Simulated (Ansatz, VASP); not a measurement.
# Two plane-wave programs on GaSb

```
CELL_PARAMETERS angstrom
0.00000 3.02101 3.02101
3.02101 0.00000 3.02101
3.02101 3.02101 0.00000
ATOMIC_POSITIONS crystal
Ga 0.00000 0.00000 0.00000
Sb 0.75000 0.75000 0.75000
```

Alike in both runs: functional PBEsol; dispersion D3(BJ); k mesh 10 × 10 × 10; occupations fermi-dirac, width 0.1 eV; no spin polarisation.

Ansatz relaxed the structure, and its values are those at the end. VASP's run is a single point on that final structure, the one shown.

|  | VASP | Ansatz |
| --- | --- | --- |
| version | VASP 6.6.1 | Ansatz 0.2.0 |
| potentials or method | VASP PAW PBE potentials, release 64 (Ga_d, Sb) | PAW with Ansatz's default frozen-core files, scalar-relativistic |
| plane-wave cutoff (eV) | 520 | 420 |
| valence electrons in the cell | 18 | 28 |

```tsv
	VASP	Ansatz	Ansatz less VASP
pressure (GPa)	0.1	0.0	-0.11
```

The two sets of potentials don't hold the same shells in valence.

Caveats: the PAW data sets were made with another functional, which shifts forces and pressure a little (VASP).
